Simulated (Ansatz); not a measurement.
# Strain and the gap of ZnSe (F-43m)

A 2-atom cell of ZnSe started from a crystallographic database, relaxed with r2SCAN in the plane-wave code Ansatz. Space group F-43m (No. 216), cubic; conventional cell a = 5.665 Å, 22.72 Å³ an atom. Zn has 4 Se at 2.45 Å; Se has 4 Zn at 2.45 Å.

The axes x, y and z are those of this cell:
```
CELL_PARAMETERS angstrom
0.00000 2.83242 2.83242
2.83242 0.00000 2.83242
2.83242 2.83242 0.00000
ATOMIC_POSITIONS crystal
Zn 0.00000 0.00000 0.00000
Se 0.25000 0.25000 0.25000
```

Unstrained: With PBE the gap is 1.294 eV and direct, at Γ. The r2SCAN gap is direct at Γ: 1.869 eV. The HSE06 gap is direct at Γ: 2.422 eV. Meshes: PBE 8×8×8, r2SCAN 8×8×8, HSE06 6×6×6. Strains are changes of length per length, and xy shears are angles. After each strain the atoms were relaxed again with r2SCAN within the symmetry that the strain leaves, so tilts or polar shifts that break it weren't tested; points keep the names that they have in the unstrained zone. The values are computed, spin-unpolarised, and not measurements.

Changes of the least gap in eV (an overlap counts as a negative gap):
```tsv
strain	volume change (%)	space group	PBE	r2SCAN	HSE06	G0W0@PBE (mesh)	energy rise, r2SCAN (meV/atom)
xy shear, engineering strain (angle) -1.25 %	0.0	Imm2	-0.038	-0.039	-0.041	-0.04	0.5
biaxial +4.19 % in x and y, z held	+8.6	I-4m2	-0.411	-0.437	-0.461	-0.56	32.2
isotropic -2.07 % on every length	-6.1	F-43m	+0.258	+0.276	+0.288	+0.34	19.4
epitaxial -5.02 % in the xy plane, free normal strain +5.69 %	-4.7	I-4m2	-0.023	-0.013	-0.013	0.00	32.7
```
Unstrained, G0W0@PBE with 189 empty bands, a screening cutoff of 150 eV and a 4×4×4 mesh gives 2.27 eV on its mesh; the band count follows the volume. G0W0 values are finite-basis, finite-mesh values.

Xy shear, engineering strain (angle) -1.25 %. HSE06: the gap goes from 2.422 to 2.381 eV (-0.041 eV); with r2SCAN the top three valence levels at Γ, degenerate before, become 1+1+1 from the top over 74 meV. Stress change with r2SCAN, compression positive: xx 0.00, yy 0.00, zz 0.00, xy +0.52 GPa.

Biaxial +4.19 % in x and y, z held. HSE06: the gap goes from 2.422 to 1.961 eV (-0.461 eV); with r2SCAN the top three valence levels at Γ, degenerate before, become 1+2 from the top over 134 meV. Stress change with r2SCAN, compression positive: xx -4.99, yy -4.99, zz -3.52 GPa.

Isotropic -2.07 % on every length. HSE06: the gap goes from 2.422 to 2.710 eV (+0.288 eV). Stress change with r2SCAN, compression positive: xx +4.72, yy +4.72, zz +4.72 GPa. For HSE06, dE_g/d ln V = -4.6 eV over this step.

Epitaxial -5.02 % in the xy plane, free normal strain +5.69 %. HSE06: the gap goes from 2.422 to 2.409 eV (-0.013 eV); with r2SCAN the top three valence levels at Γ, degenerate before, become 2+1 from the top over 520 meV. Stress change with r2SCAN, compression positive: xx +4.82, yy +4.82, zz -0.02 GPa.

The runs are scalar-relativistic, without spin-orbit coupling.

The meshes of the hybrids are coarse, so their gaps aren't converged to the digits shown.

The splittings at Γ are without spin-orbit coupling, which regroups them where it is of like size or larger.

With a shallow d shell on the cation, G0W0 converges slowly in bands and cutoff, so these values are in doubt.
